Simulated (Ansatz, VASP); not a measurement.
**Sr: VASP beside Ansatz**

```
Sr
1.0
     4.10735    0.00000    0.00000
    -2.05367    3.55707    0.00000
     0.00000    0.00000    6.82522
Sr
2
Direct
  0.33333 0.66667 0.25000
  0.66667 0.33333 0.75000
```

Alike in both runs: functional r2SCAN; k mesh 12 × 12 × 6; occupations gaussian, width 0.1 eV; no spin polarisation.

Ansatz relaxed the structure, and its values are those at the end. VASP's run is a single point on that final structure, the one shown.

|  | VASP | Ansatz |
| --- | --- | --- |
| version | VASP 6.6.1 | Ansatz 0.2.0 |
| potentials or method | VASP PAW PBE potentials, release 64 (Sr_sv) | scalar-relativistic, plane waves, PAW |
| plane-wave cutoff (eV) | 520 | 500 |
| valence electrons in the cell | 20 | 20 |

```tsv
	VASP	Ansatz	Ansatz less VASP
gap on the k mesh at the Fermi level (eV)	none	none	-
pressure (GPa)	2.0	2.0	-0.02
```

A gap of «none» marks a metal or a gap that the smearing closes. With one functional, cell and mesh, what is left measures potentials, basis and numerics.

Caveats: the PAW data sets were made with another functional, which shifts forces and pressure a little (VASP).
